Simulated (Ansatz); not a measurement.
## Ru: how the axes shrink under pressure

Ru, P6_3/mmc, a = 2.689 Å, c = 4.252 Å. Ansatz: PBEsol, PAW, 420 eV, Γ-centred 18×18×10 mesh on 2 atoms, Gaussian smearing 0.10 eV; no spin polarisation. Cell and atoms are relaxed at each pressure, and no other structure is tried, so the rows at high pressure may lie past a change of phase. y = 100 ln(c/c0) with c0 = 4.2519 Å, so nearly a change in per cent. The pressures are the targets, met within 0.03 GPa.

```tsv
P (GPa)	y	100 ln(a/a0)
-3.0	?	?
0.0	0.00	0.00
3.0	-0.26	-0.29
8.0	-0.66	-0.76
15.0	-1.20	-1.37
30.0	-2.23	-2.52
60.0	-3.95	-4.41
```

Fit y = c1 P + c2 P² to the other rows, give the linear compressibility along c, and predict the missing y.

Least squares on the rows shown. y = −0.08381 P + 0.0003004 P². The linear compressibility along c is −c1/100 = 0.84 per TPa, against 0.96 along a from the same fit to the last column (its missing entry is 0.31): the crystal is about as stiff along both at low pressure. At P = -3.0 the fit asked for gives 0.25. The run gave 0.27, so the fit is 0.02 too low, within twice the rms miss on the fitted rows (0.01).